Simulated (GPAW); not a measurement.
The system is CdSe (Cadmoselite).

```
CELL_PARAMETERS angstrom
4.30000 0.00000 0.00000
-2.15000 3.72391 0.00000
0.00000 0.00000 7.02000
ATOMIC_POSITIONS crystal
Cd 0.66667 0.33333 0.50000
Cd 0.33333 0.66667 0.00000
Se 0.66667 0.33333 0.88500
Se 0.33333 0.66667 0.38500
```

Program: GPAW 26.7.0. Alike in all runs: task single point; no spin polarisation; cell as given; smearing fermi-dirac 0.05 eV.

Question: Order these runs on this cell by their band gap on the k mesh, lowest first.
A. level PBE; potentials or basis GPAW PAW data sets (gpaw-data 1.2.1), pw; k mesh 6 × 6 × 3; cutoff (eV) 500; maxiter 120; convergence default
B. level TB-mBJ; potentials or basis GPAW PAW data sets for LDA (gpaw-data 1.2.1), pw; k mesh 6 × 6 × 4; cutoff (eV) 600; maxiter 150
C. level LDA; potentials or basis the program's PAW data sets (release 1.2.1) made for this functional, pw; k mesh 6 × 6 × 3; cutoff (eV) 450; maxiter 120; convergence default

Answer: C (0.42 eV), A (0.70 eV), B (2.02 eV).

Caveats: a model potential gives levels but no total energy (some runs).
